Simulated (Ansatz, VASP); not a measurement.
**InP in VASP and in Ansatz**

File INCAR:

```
PREC = Accurate
ENCUT = 520
EDIFF = 1E-6
ISMEAR = -1
SIGMA = 0.06
LREAL = F
LASPH = T
NELM = 80
ALGO = Normal
ISIF = 2
LWAVE = F
LCHARG = T
GGA = PE
LELF = T
LVHAR = T
NBANDS = 16
```

File KPOINTS:

```
regular mesh
0
Gamma
  3 3 3
```

Contents of POSCAR:

```
InP
1.0
    0.0000000000      2.9305000000      2.9305000000
    2.9305000000      0.0000000000      2.9305000000
    2.9305000000      2.9305000000      0.0000000000
In P
1 1
Direct
    0.0000000000      0.0000000000      0.0000000000
    0.7500000000      0.7500000000      0.7500000000
```

input.yaml

```yaml
crystal:
  lattice:
    - [0.0, 2.9305, 2.9305]
    - [2.9305, 0.0, 2.9305]
    - [2.9305, 2.9305, 0.0]
  atoms:
    - { symbol: In, position: [0.0, 0.0, 0.0] }
    - { symbol: P, position: [0.75, 0.75, 0.75] }
kpoints:
  mp_grid: { grid: [3, 3, 3] }
scf:
  occupations: { method: fermi_dirac, width: 0.06 }
hamiltonian:
  xc: pbe
  pseudopotentials: { kind: all_electron, lapw: { basis_error: 0.003 } }
output:
  forces: true
  stress: true
  eigenvalues: true
```

Alike in both runs: task single point; functional PBE; k mesh 3 × 3 × 3; occupations fermi-dirac, width 0.06 eV; no spin polarisation.

|  | VASP | Ansatz |
| --- | --- | --- |
| version | VASP 6.6.1 | Ansatz 0.2.0 |
| potentials or method | VASP PAW PBE potentials, release 64 (In_d, P) | all-electron LAPW, scalar-relativistic |
| plane-wave cutoff (eV) | 520 | see its input |

```tsv
	VASP	Ansatz	Ansatz less VASP
gap on the k mesh at the Fermi level (eV)	0.68	0.68	+0.002
least direct gap on the mesh (eV)	0.68	0.68	+0.002
pressure (GPa)	4.1	4.2	+0.06
```

Ansatz ran all-electron here, so the differences hold the error of VASP's frozen core and of both bases.

Caveats: the k mesh is coarse (spacing up to 0.62 Å⁻¹), so the values aren't converged; spin-orbit coupling is left out, which moves the levels of the heavy elements. As with any semilocal functional, this PBE gap is likely too small.
